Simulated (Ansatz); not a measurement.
Structure: CaS (started from an entry of an open crystallographic database), at its r2SCAN minimum. It is cubic, Fm-3m (No. 225); a = 5.696 Å in the conventional setting, 23.10 Å³ an atom. Ca is surrounded by 6 S at 2.85 Å; S is surrounded by 6 Ca at 2.85 Å.

```cif
data_structure
_symmetry_space_group_name_H-M 'Fm-3m'
_symmetry_Int_Tables_number 225
_cell_length_a 5.6959
_cell_length_b 5.6959
_cell_length_c 5.6959
_cell_angle_alpha 90.000
_cell_angle_beta 90.000
_cell_angle_gamma 90.000
_cell_volume 184.79
loop_
_atom_site_label
_atom_site_type_symbol
_atom_site_symmetry_multiplicity
_atom_site_Wyckoff_symbol
_atom_site_fract_x
_atom_site_fract_y
_atom_site_fract_z
_atom_site_occupancy
Ca1 Ca 4 a 0.00000 0.00000 0.00000 1
S1 S 4 b 0.50000 0.00000 0.00000 1
```

The questions ask for values computed with the PAW code Ansatz on this geometry. The values are computed, spin-unpolarised, and not measurements.

Given (8×8×8 mesh): PBE gives an indirect gap of 2.36 eV, from Γ to X; the least direct gap is 3.17 eV at X.

Q: How does the gap change from PBE to HSE06 (6×6×6)?

A: HSE06 gives an indirect gap of 3.41 eV, from Γ to X; the least direct gap is 4.32 eV at X. The gap differs by +1.05 eV from PBE's.

Q: Estimate the gap with DDH-PBE0 on 6×6×6.

A: The DDH-PBE0 gap is indirect, 3.75 eV (Γ to X), below the direct gap of 4.66 eV at X. The share of exact exchange is 0.200. The gap differs by +1.39 eV from PBE's.

Q: Estimate the gap with r2SCAN0 on 6×6×6.

A: The r2SCAN0 gap is indirect, 4.38 eV (Γ to X), below the direct gap of 5.32 eV at X. The gap differs by +2.02 eV from PBE's.

Q: How do the levels compare, in gap and in cost?

A: Taking G0W0@PBE (342 empty bands, 220 eV, 4×4×4), 4.18 eV, as the yardstick (a computed one, not at the basis limit), PBE0 comes nearest, -0.07 eV off, at about 21 times r2SCAN's cost; G0W0 itself took about 30 times r2SCAN's cost. The others: r2SCAN0 +0.20, DDH-PBE0 -0.43, r2SCANh -0.75, HSE06 -0.77, r2SCAN -1.38, PBE -1.82, LDA -2.03 eV. The yardstick still moved by +0.11 eV in its last step of bands and cutoff, so this order can change. r2SCAN covers 42 % of the step from PBE to HSE06, while HSE06 needs about 21 times r2SCAN's cost (on a coarser mesh). All these functionals give a gap of the same kind, indirect.

The meshes of the hybrids are coarse, so their gaps aren't converged to the digits shown.
